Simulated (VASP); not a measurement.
PbS (Galena), 2 atoms in the cell. It takes space group Fm-3m (No. 225, cubic). Conventional cell: a = 6.034 Å, b = 6.034 Å, c = 6.034 Å, α = 90.00°, β = 90.00°, γ = 90.00°. Pb (site symmetry m-3m) is surrounded by 6 S at 3.02 Å. S (site symmetry m-3m) is surrounded by 6 Pb at 3.02 Å.  The cell isn't the ideal one: a relaxed cell with its volume scaled by 1.02.

```yaml
Program: VASP 6.6.1
Task: relaxation of the atoms
Functional: PBE
Potentials_or_basis: VASP PAW PBE potentials, release 64 (Pb, S)
Cutoff: 300 eV
k_mesh: 4 × 4 × 4
Occupations: gaussian, width 0.03 eV
Spin: no spin polarisation
Further_INCAR_settings: ALGO = Normal; EDIFF = 1e-07; IBRION = 2; EDIFFG = -0.01; NSW = 40
```

Potentials or basis: VASP PAW PBE potentials, release 64 (Pb, S).

Launch:

```console
$ cat potpaw_PBE.64/Pb/POTCAR potpaw_PBE.64/S/POTCAR > POTCAR
$ mpirun -np 1 vasp_std > vasp.out
```

Hardware: 1 thread of Intel(R) Xeon(R) Platinum 8488C (Sapphire Rapids), with other jobs on the host.

Question: Estimate the wall time of this run.

Answer: Wall time 2.8 s on 1 thread of Intel(R) Xeon(R) Platinum 8488C (Sapphire Rapids), with other jobs on the host, peak memory 0.13 GiB. Counts: scf iterations 13, k points 8, ion steps 1.
